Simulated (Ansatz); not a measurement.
# C: one candidate of a structure search, part 2 of 2

The task: take a trial cell of C to zero force and stress.

Ansatz 0.2.0; DFT PBE, scalar-relativistic, plane waves, PAW. Earlier steps stand in the parts before.

### 4 Final relaxation

The end of the coarse run is made exact in the group found at a tolerance of 0.06 Å and reduced to its primitive cell.

The input, input.yaml:

```yaml
crystal:
  lattice:
    - [2.2737667485, -2.6903860891, 0.0]
    - [2.2737667485, 2.6903860891, 0.0]
    - [0.0, 0.0, 3.018465087]
  atoms:
    - { symbol: C, position: [0.6038199973, 0.3961800027, 0.2941060982] }
    - { symbol: C, position: [0.8961800027, 0.1038199973, 0.2941060982] }
    - { symbol: C, position: [0.3961800027, 0.6038199973, 0.7058939018] }
    - { symbol: C, position: [0.1038199973, 0.8961800027, 0.7058939018] }
    - { symbol: C, position: [0.75, 0.75, 0.0] }
    - { symbol: C, position: [0.25, 0.25, 0.0] }
basis:
  ecutwfc: 420
kpoints:
  mp_grid: { grid: [8, 8, 10] }
hamiltonian:
  xc: pbe
scf:
  occupations: { method: gaussian, width: 0.02 }
output:
  forces: true
  stress: true
  eigenvalues: true
  write_density: true
  write_potential: true
  elf: true
  volumetric_format: npy
relax:
  adjacent_minimum: "off"
  f_tol: 0.01
  max_steps: 80
  cell: { stress_tol: 0.05 }
```

On the command line:

```
$ ansatz run input.yaml --threads 1 --pin off --max-ram 2560MiB --backend cpu --events-out ev --progress --plain --runs-dir out
```

Standard output:

```text
Warning: RAYON_NUM_THREADS=1 ignored (pool sized by the plan → 1); use --threads N
Engine: ansatz 0.2.0, x86_64-unknown-linux-gnu
Pseudopotentials: kind: paw
Pseudopotential: C, paw, valence charge 4, recommended cutoff 420 eV (normal), C.paw.azcp
Functional definition: PBE
  parameter kappa = 0.804
  parameter beta = 0.06672455060314922
  exchange = pbe_x(kappa = kappa, mu = beta*pi^2/3)
  correlation = pbe_c(beta = beta)
Crystal: 6 atoms, lattice volume = 36.930 Å³
Basis set: ecut = 420 eV, 713 PW (Γ), exchange–correlation on 48×48×48 points (8 copies of the dense FFT grid, shifted against one another)
Bands: 18, of which v1, the nominal top of the filled ones, is band 12 counted from 1 (11 counted from 0)
Symmetry: 8 space group operations
Space group: Cmme (ITA 67), of the structure as read, at distance tolerance 3.3e-5 Å
k-points: 126 of 640
Non-local potential: C, projectors of the file, l = 0: 2, l = 1: 2, l = 2: 1
PAW form: soft (Blöchl's): semilocal exchange-correlation on the pseudo side does not see the compensation charge
PAW one-centre angular grid: C, 110 points (default); XC on 64 Gauss nodes
Initial density: superposition of atomic densities (neutral atoms: chi_scale 0, normalization atom), corrected by the library's trained network
Initial wavefunctions: pseudopotential atomic-orbital guess
Functional: x = pbe(κ = 0.804, μ = 0.2195149727645171), c = pbe(β = 0.06672455060314922)
SCF iter   1: F=—  HF=-1499.971891 eV  |F-HF|=—  |Δ(HF+E_count)|=         —  Δρ=9.69e-3  dr2=2.58e-2  ethr=1.77e-3  ⟨swp⟩=6.4  Hψ=11567  notcnv=0
preconditioner: auto → none  [insulator: Δε(μ)=1.155 eV  Ē_g=15.302 eV  σ=0.020 eV  W_gap=1.00  n_scr=8 (ndim 8)  ℏωp=29.9 eV  f_vac=0.000  D(μ)=0.00/eV (n_scr^D=0)  ε∞_Penn≈4.8]
SCF iter   2: F=—  HF=-1499.966846 eV  |F-HF|=—  |Δ(HF+E_count)|=   5.05e-3  Δρ=3.77e-3  dr2=2.25e-3  ethr=1.07e-4  ⟨swp⟩=2.6  Hψ=4448  notcnv=0  defer=198
SCF iter   3: F=—  HF=-1499.967174 eV  |F-HF|=—  |Δ(HF+E_count)|=   3.28e-4  Δρ=8.73e-4  dr2=8.09e-5  ethr=9.36e-6  ⟨swp⟩=2.8  Hψ=4012  notcnv=0  defer=198
SCF iter   4: F=—  HF=-1499.967198 eV  |F-HF|=—  |Δ(HF+E_count)|=   2.42e-5  Δρ=9.72e-5  dr2=1.25e-6  ethr=3.37e-7  ⟨swp⟩=2.5  Hψ=3596  notcnv=0  defer=198
iter 5 did not close the SCF: its close was put off for the readings that it lacked (scf_convergence_deferred on its scf_iter line)
SCF iter   5: F=-1499.967199 eV  HF=-1499.967199 eV  |F-HF|=4.94e-8  |Δ(HF+E_count)|=   1.09e-6  Δρ=1.65e-5  dr2=3.42e-8  ethr=5.22e-9  ⟨swp⟩=2.1  Hψ=3515  notcnv=0  defer=198
SCF iter   6: F=-1499.967199 eV  HF=-1499.967199 eV  |F-HF|=7.19e-10  |Δ(HF+E_count)|=   5.55e-8  Δρ=1.81e-6  dr2=5.11e-10  ethr=1.42e-10  ⟨swp⟩=10.3  Hψ=14682  notcnv=0
SCF 1 converged in 6 iterations: F = -1499.967199 eV  dr2 = 5.11e-10
relax step   1: F+E_penalty+E_count = -1499.96719935 eV  Δ(F+E_penalty+E_count) = +0.000e0 eV  max|allowed force component| = 8.945e-4 eV/Å  Δτ_max = 0.0000 Å  P = +0.093 GPa  Ω = 36.930 Å³  (6 SCF iters, dr2 threshold 1.00e-7 eV, accepted)
Crystal: 6 atoms, lattice volume = 36.935 Å³
Initial density: handed on by an earlier stage of this run
Initial wavefunctions: those handed on with the density
iter 1 solved again at ethr=2.58e-9 eV; its pass at ethr=3.10e-3 eV (dr2=6.20e-7 eV) is discarded
SCF iter   1: F=—  HF=-1499.967218 eV  |F-HF|=—  |Δ(HF+E_count)|=         —  Δρ=4.09e-5  dr2=5.62e-7  ethr=2.58e-9  ⟨swp⟩=2.4  Hψ=14885  notcnv=0
preconditioner: auto → none  [insulator: Δε(μ)=1.157 eV  Ē_g=15.291 eV  σ=0.020 eV  W_gap=1.00  n_scr=8 (ndim 8)  ℏωp=29.9 eV  f_vac=0.000  D(μ)=0.00/eV (n_scr^D=0)  ε∞_Penn≈4.8]
SCF iter   2: F=—  HF=-1499.967171 eV  |F-HF|=—  |Δ(HF+E_count)|=   4.70e-5  Δρ=1.61e-5  dr2=8.31e-8  ethr=2.34e-9  ⟨swp⟩=2.0  Hψ=3767  notcnv=0
iter 3 did not close the SCF: its close was put off for the readings that it lacked (scf_convergence_deferred on its scf_iter line)
SCF iter   3: F=-1499.967171 eV  HF=-1499.967171 eV  |F-HF|=4.12e-10  |Δ(HF+E_count)|=   1.72e-8  Δρ=1.67e-6  dr2=5.28e-10  ethr=3.46e-10  ⟨swp⟩=2.3  Hψ=3837  notcnv=0
iter 4 did not close the SCF: its close was put off for the readings that it lacked (scf_convergence_deferred on its scf_iter line)
SCF iter   4: F=-1499.967171 eV  HF=-1499.967171 eV  |F-HF|=2.80e-11  |Δ(HF+E_count)|=  4.23e-10  Δρ=4.10e-7  dr2=2.90e-11  ethr=2.20e-12  ⟨swp⟩=2.4  Hψ=3466  notcnv=0
iter 5 did not close the SCF: its close was put off for the readings that it lacked (scf_convergence_deferred on its scf_iter line)
SCF iter   5: F=-1499.967171 eV  HF=-1499.967171 eV  |F-HF|=6.82e-13  |Δ(HF+E_count)|=  3.50e-11  Δρ=6.23e-8  dr2=8.16e-13  ethr=1.00e-12  ⟨swp⟩=1.1  Hψ=2347  notcnv=0
SCF iter   6: F=-1499.967171 eV  HF=-1499.967171 eV  |F-HF|=2.27e-13  |Δ(HF+E_count)|=  1.36e-12  Δρ=1.81e-8  dr2=4.27e-14  ethr=1.00e-12  ⟨swp⟩=4.2  Hψ=9130  notcnv=0
SCF 2 converged in 6 iterations: F = -1499.967171 eV  dr2 = 4.27e-14
relax step   2: F+E_penalty+E_count = -1499.96717056 eV  Δ(F+E_penalty+E_count) = +2.878e-5 eV  max|allowed force component| = 1.028e-3 eV/Å  Δτ_max = 0.0000 Å  P = +0.034 GPa  Ω = 36.935 Å³  energy of the carried Pulay correction = -3.157e-5 eV  (6 SCF iters, accepted)
Initial wavefunctions: pseudopotential atomic-orbital guess (no wavefunctions were taken with the density)
iter 1 solved again at ethr=3.45e-8 eV; its pass at ethr=3.10e-3 eV (dr2=8.29e-6 eV) is discarded
SCF iter   1: F=—  HF=-1499.967249 eV  |F-HF|=—  |Δ(HF+E_count)|=         —  Δρ=1.80e-6  dr2=1.93e-10  ethr=3.45e-8  ⟨swp⟩=4.0  Hψ=18094  notcnv=0
eigensolver tolerance schedule: the retry pair's looser diagonalisation over-reported the residual by 43032.34 of it (diagonalisation noise at 0.92 of the residual, at the tolerance the schedule requests for it); recorded, not acted on — ethr = c·dr2/N_el stays at c = 1.0e-1
SCF iter   2: F=—  HF=-1499.967203 eV  |F-HF|=—  |Δ(HF+E_count)|=   4.63e-5  Δρ=1.05e-6  dr2=6.84e-11  ethr=1.00e-12  ⟨swp⟩=4.0  Hψ=5589  notcnv=0
iter 3 did not close the SCF: its close was put off for the readings that it lacked (scf_convergence_deferred on its scf_iter line)
SCF iter   3: F=-1499.967203 eV  HF=-1499.967203 eV  |F-HF|=4.80e-11  |Δ(HF+E_count)|=  1.36e-10  Δρ=5.18e-7  dr2=1.33e-11  ethr=1.00e-12  ⟨swp⟩=1.0  Hψ=2268  notcnv=0
iter 4 did not close the SCF: its close was put off for the readings that it lacked (scf_convergence_deferred on its scf_iter line)
SCF iter   4: F=-1499.967203 eV  HF=-1499.967203 eV  |F-HF|=2.27e-13  |Δ(HF+E_count)|=  5.02e-11  Δρ=3.28e-8  dr2=2.78e-13  ethr=1.00e-12  ⟨swp⟩=1.0  Hψ=2268  notcnv=0
iter 5 did not close the SCF: its close was put off for the readings that it lacked (scf_convergence_deferred on its scf_iter line)
SCF iter   5: F=-1499.967203 eV  HF=-1499.967203 eV  |F-HF|=4.55e-13  |Δ(HF+E_count)|=  4.55e-13  Δρ=1.07e-8  dr2=1.87e-14  ethr=1.00e-12  ⟨swp⟩=1.0  Hψ=2268  notcnv=0
iter 6 did not close the SCF: its close was put off for the readings that it lacked (scf_convergence_deferred on its scf_iter line)
SCF iter   6: F=-1499.967203 eV  HF=-1499.967203 eV  |F-HF|=0.00e0  |Δ(HF+E_count)|=  4.55e-13  Δρ=4.51e-9  dr2=6.18e-15  ethr=1.00e-12  ⟨swp⟩=1.0  Hψ=2268  notcnv=0
SCF iter   7: F=-1499.967203 eV  HF=-1499.967203 eV  |F-HF|=0.00e0  |Δ(HF+E_count)|=  4.55e-13  Δρ=5.99e-10  dr2=5.07e-17  ethr=1.00e-12  ⟨swp⟩=3.0  Hψ=7226  notcnv=0
SCF 3 converged in 7 iterations: F = -1499.967203 eV  dr2 = 5.07e-17
relax step   3: F+E_penalty+E_count = -1499.96720295 eV  Δ(F+E_penalty+E_count) = -3.239e-5 eV  max|allowed force component| = 1.026e-3 eV/Å  Δτ_max = 0.0000 Å  P = +0.036 GPa  Ω = 36.935 Å³  stress off target by 4.48e-2 GPa  SCF on the basis re-selected at this cell (its energy is not comparable with the rows above)  (7 SCF iters)
basis re-selected at this cell: Δ(F+E_penalty+E_count) = -3.239e-5 eV, ΔP = +0.001 GPa vs the last step (what re-selecting the basis moved, of the pressure what is left beyond the Pulay correction that the steps carried, after the strain that the cell walked since its last selection, with what the two solves' SCF thresholds leave and, on support functions, any second-order correction that the steps lacked; it is no measure of the basis error at this ecutwfc). This SCF's stress stands 4.48e-2 GPa from its target on what of the cell is left free (relax.cell.stress_tol is 5.00e-2 GPa) and its largest allowed force component is 1.03e-3 eV/Å (relax.f_tol is 1.00e-2 eV/Å): within both
SCF converged after 7 iterations
Free energy (F): -1499.967203 eV
Harris-Foulkes:  -1499.967203 eV  (|F-HF|=0.00e0)
Internal energy: -1499.967203 eV  (E = F + TS)
E sigma→0 (E₀):  -1499.967203 eV
Fermi energy:    13.636016 eV
--- Per-component energies (eV) ---
  E_band       = 79.995705
  E_kinetic    = 544.971839
  E_local      = -435.689893  (includes V_loc(G=0)·N_el)
  E_nonlocal   = 160.234601
  E_hartree    = 104.197213
  E_xc         = -289.699431
  E_vxc        = -359.417157  (∫ρ·V_xc dr)
  E_paw        = -594.169148  (= ΣΔE_a)
  E_vpaw       = -38.498156  (= ΣTr[D̂ρ^β])
  E_aug_tail   = 0.000045  (compensation charges beyond the density's cutoff)
  E_ewald      = -989.812429
  E_smearing   = -0.000000  (= −TS)
  E_closure    = -0.000000  (closes the sum)
  Σ components = -1499.967203   (vs F -1499.967203, Δ=0.00e0)
--- Forces (eV/Å), atoms counted from 1 ---
  atom   1  C      0.00000000     0.00102642     0.00007409
  atom   2  C      0.00000000    -0.00102642     0.00007409
  atom   3  C      0.00000000    -0.00102642    -0.00007409
  atom   4  C      0.00000000     0.00102642    -0.00007409
  atom   5  C      0.00000000     0.00000000     0.00000000
  atom   6  C      0.00000000     0.00000000    -0.00000000
  max |Σ_I F_I| component: 9.71e-17 eV/Å
--- Stress (GPa, compression-positive) ---
        0.031739       0.000000       0.000000
        0.000000       0.030187       0.000000
        0.000000       0.000000       0.044784
  P = ⅓ Tr σ = 0.0356 GPa (0.356 kbar)
--- Band table (eV; the first three rows and the last of 126) ---
  k-point 0: bands = ["-9.0888", "-2.5124", "-0.0613", "0.1555", "3.6245", "5.0953", "5.6146", "5.9004", "7.4726", "8.0158", "8.0286", "8.3683", "14.9362", "15.6077", "18.9982", "19.7774", "19.8555", "20.3224"]
  k-point 1: bands = ["-8.9663", "-2.4045", "-0.2524", "0.0503", "3.1671", "5.1922", "5.4505", "6.8392", "6.9799", "7.9744", "8.0598", "8.1488", "15.5024", "15.5826", "18.7096", "19.2939", "20.3104", "20.3668"]
  k-point 2: bands = ["-8.6036", "-2.0899", "-1.3925", "0.3787", "2.8918", "5.3305", "5.4686", "5.5564", "6.9998", "8.1258", "8.3548", "8.5414", "15.3870", "16.7035", "18.1504", "18.4572", "19.9708", "20.2892"]
  k-point 125: bands = ["-4.6349", "-2.9578", "-2.1476", "-1.7072", "-0.0341", "1.7979", "2.1305", "2.5680", "10.6113", "11.0627", "11.2189", "13.0576", "16.5456", "18.6177", "20.1390", "20.4544", "21.1816", "21.9856"]
--- Relaxed structure (2 steps of the walk, 2 accepted, 1 SCFs on fresh bases) ---
  F+E_penalty+E_count = -1499.96720295 eV   max|allowed force component| = 1.026e-3 eV/Å   (the final SCF, on the basis selected at the relaxed cell)
  cell:  # Å, volume = 36.9350 Å³
    - [2.273891067175131, -2.690703116536061, 0.0]
    - [2.273891067175131, 2.690703116536061, 0.0]
    - [0.0, 0.0, 3.0183751941313237]
  atoms:
    - { symbol: C, position: [0.6038233210243772, 0.3961766789756228, 0.2941062475176096] }
    - { symbol: C, position: [0.8961766789756228, 0.10382332102437708, 0.2941062475176096] }
    - { symbol: C, position: [0.3961766789756228, 0.6038233210243772, 0.7058937524823903] }
    - { symbol: C, position: [0.10382332102437708, 0.8961766789756228, 0.7058937524823903] }
    - { symbol: C, position: [0.7499999999999999, 0.7499999999999999, -5.84618977720334e-24] }
    - { symbol: C, position: [0.25, 0.25, -5.84618977720334e-24] }
```

Wall time 47 s (1 thread of Intel Xeon at 2.50GHz (Skylake/Cascade Lake), shared host); peak memory 0.38 GiB.

The steps of the relaxation:

```
step  energy from step 1 (eV/cell)  largest force component (eV/Å)  pressure (GPa)  volume (Å³)
   1                        0.0000                          0.0009            0.09        36.93
   2                        0.0000                          0.0010            0.03        36.94
   3                        0.0000                          0.0010            0.04        36.94
```

Step 1 is the start. Step 3 repeats the geometry before it on a plane-wave basis chosen anew for that cell, so its energy need not be comparable with the rows above.

Lengths and angles in the start's conventional setting:

|  | before | after | change |
| --- | --- | --- | --- |
| a (Å) | 4.548 | 4.548 | 0.0 % |
| b (Å) | 5.381 | 5.381 | 0.0 % |
| c (Å) | 3.018 | 3.018 | 0.0 % |
| volume (Å³/atom) | 6.15 | 6.16 | 0.0 % |
| shortest distance (Å) | 1.547 | 1.547 | 0.0 % |
| space group (0.01 Å) | Cmme | Cmme | same |

The run keeps the 8 symmetry operations of the start, so it could not have lowered the symmetry.

Axes a, b and c in the maps are those of this run's conventional cell (a, b, c = 4.548, 5.381, 3.018 Å).

Density in a lattice plane of the grid's cell (edges 5.38 and 3.02 Å, at 0.000 of the third edge), which holds C.

Values in e/Å³, 6 rows by 12 columns:
```
0.90 0.29 0.11 0.07 0.11 0.29 0.90 1.59 1.22 0.86 1.22 1.59
1.18 0.43 0.19 0.14 0.19 0.43 1.18 1.71 1.74 1.42 1.74 1.71
1.25 1.13 0.79 0.60 0.79 1.13 1.25 1.13 0.79 0.60 0.79 1.13
1.18 1.71 1.74 1.42 1.74 1.71 1.18 0.43 0.19 0.14 0.19 0.43
0.90 1.59 1.22 0.86 1.22 1.59 0.90 0.29 0.11 0.07 0.11 0.29
0.61 0.56 0.34 0.21 0.34 0.56 0.61 0.56 0.34 0.21 0.34 0.56
```
Columns run along the first of these edges and rows up along the second, over one cell in 12 and 6 even steps from the bottom left corner. Atoms in the plane (fractional): C at (0.40, 0.29), C at (0.10, 0.29), C at (0.60, 0.71), C at (0.90, 0.71).

ELF in the same plane.

Ten even steps from ' ' (0.02) to '@' (0.94):
```
--........      ........--==++++====--====++++==
==::..              ..::==++==--++**##**++--==++
==--::              ::--==--    ==%%@@%%==    --
****==--::::::::::--==****--....++@@@@@@++....--
@@%%##**++++++++++**##%%@@##++==##@@@@@@##==++##
@@@@%%####%%%%%%####%%@@@@@@%%####%%%%%%####%%@@
@@##++==##@@@@@@##==++##@@%%##**++++++++++**##%%
**--....++@@@@@@++....--****==--::::::::::--==**
==--    ==%%@@%%==    --==--::              ::--
==++==--++**##**++--==++==::..              ..::
--==++++====--====++++==--........      ........
::::------......------::::::------......------::
```
Columns run along the first of these edges and rows up along the second, over one cell in 24 and 12 even steps from the bottom left corner. Atoms in the plane (fractional): C at (0.40, 0.29), C at (0.10, 0.29), C at (0.60, 0.71), C at (0.90, 0.71).

Both are smooth fields of the valence electrons: close to the nuclei they are not physical.

Maxima of ELF outside the ion cores: 0.94 on the C–C line, 0.8 Å from C.

### 5 Results

What follows sums up all 2 parts. Changes of volume or cell count from the first structure of part 1.

| quantity | value |
| --- | --- |
| symmetry at the end (tolerance 0.02 Å) | space group Cmme (No. 67) |
| conventional cell | a = 4.548 Å, b = 5.381 Å, c = 3.018 Å, α = 90.00°, β = 90.00°, γ = 90.00° |
| volume | 6.16 Å³/atom |
| energy over the standard state | +0.95 eV/atom |
| gap on the mesh | 1.16 eV |

The space group Cmme (No. 67) is kept, and the volume per atom grows by 12.1 % from the first guess. It lies above the element's standard state, so it is metastable at best. No finished test with a distortion of lower symmetry is shown, so the end may be a saddle point.
